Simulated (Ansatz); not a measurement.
Write the native input for Ansatz 0.2.0 that does the following.

| Quantity | Value |
| --- | --- |
| Task | single point |
| Functional | LDA |
| Potentials or basis | all-electron LAPW, scalar-relativistic |
| Cutoff | 231 eV (chosen from the basis error) |
| Basis error allowed | 0.001 eV/atom |
| k mesh | 7 × 7 × 7 |
| Occupations | methfessel-paxton, width 0.1 eV |
| Spin | no spin polarisation |

Crystal: Pb.

```
CELL_PARAMETERS angstrom
0.00000 3.43900 3.43900
3.43900 0.00000 3.43900
3.43900 3.43900 0.00000
ATOMIC_POSITIONS crystal
Pb 0.50000 0.50000 0.50000
Pb 0.75000 0.75000 0.75000
```

This isn't the form of Pb at room conditions, which is fcc.

The cell isn't the ideal one: the cell as VASP's run set it.

These files were run (other wordings do the same):

input.yaml

```yaml
crystal:
  lattice:
    - [0.0, 3.439000055, 3.439000055]
    - [3.439000055, 0.0, 3.439000055]
    - [3.439000055, 3.439000055, 0.0]
  atoms:
    - { symbol: Pb, position: [0.5, 0.5, 0.5] }
    - { symbol: Pb, position: [0.75, 0.75, 0.75] }
kpoints:
  mp_grid: { grid: [7, 7, 7] }
scf:
  occupations: { method: methfessel_paxton, width: 0.1 }
hamiltonian:
  xc: lda
  pseudopotentials: { kind: all_electron, lapw: { basis_error: 0.001 } }
output:
  forces: true
  stress: true
  eigenvalues: true
```

Potentials or basis: all-electron LAPW, scalar-relativistic.

Command:

```sh
$ ansatz run input.yaml --threads 1 --pin off --max-ram 3072MiB --backend cpu --events-out ev --progress --plain --runs-dir out
```

Results of the run:

The pressure is -0.7 GPa and the band gap on the k mesh is none (metal or under the smearing width).

It took 9.4 s on 1 thread of Arm Neoverse V2, with other jobs on the host, peak memory 0.31 GiB.
